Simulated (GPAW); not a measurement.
AlN: band structure with RPBE

The system is AlN.

```
CELL_PARAMETERS angstrom
0.00000 2.18399 2.18399
2.18399 0.00000 2.18399
2.18399 2.18399 0.00000
ATOMIC_POSITIONS crystal
Al 0.00000 0.00000 0.00000
N 0.75000 0.75000 0.75000
```

Measurements of this composition are mostly on another form, of space group No. 186.

* Program: GPAW 26.7.0
* Task: band structure
* Functional: RPBE
* Potentials or basis: the program's PAW data sets (release 1.2.1) made for this functional
* Cutoff: 800 eV
* Basis: pw
* k mesh: 10 × 10 × 10
* Occupations: fermi-dirac, width 0.05 eV
* Spin: no spin polarisation
* Maxiter: 150
* Band path: GXWKGLUWLK,UX
* Band points: 60

```yaml
Pressure: 9.5 GPa
Band_gap_on_the_k_mesh: 3.34 eV, indirect (least direct gap 4.21 eV)
Band_gap_along_the_path: 3.34 eV, indirect (least direct gap 4.21 eV)
```

Levels at the corners of the path, in eV from the valence-band top:
| point | band 1 | band 2 | band 3 | band 4 | band 5 | band 6 |
| --- | --- | --- | --- | --- | --- | --- |
| Γ | -15.03 | 0.00 | 0.00 | 0.00 | 4.21 | 12.66 |
| X | -12.38 | -4.88 | -1.77 | -1.77 | 3.34 | 8.72 |
| W | -12.32 | -3.75 | -3.43 | -2.69 | 6.07 | 11.51 |
| K | -12.40 | -4.23 | -3.63 | -1.37 | 5.19 | 10.20 |
| Γ | -15.03 | 0.00 | 0.00 | 0.00 | 4.21 | 12.66 |
| L | -13.00 | -5.84 | -0.48 | -0.48 | 7.46 | 9.91 |
| U | -12.40 | -4.23 | -3.63 | -1.37 | 5.19 | 10.20 |
| W | -12.32 | -3.75 | -3.43 | -2.69 | 6.07 | 11.51 |
| L | -13.00 | -5.84 | -0.48 | -0.48 | 7.46 | 9.91 |
| K | -12.40 | -4.23 | -3.63 | -1.37 | 5.19 | 10.20 |
| U | -12.40 | -4.23 | -3.63 | -1.37 | 5.19 | 10.20 |
| X | -12.38 | -4.88 | -1.77 | -1.77 | 3.34 | 8.72 |

Run time: 19 s on 1 thread of Arm Neoverse V2 (shared host), peak memory 0.19 GiB.
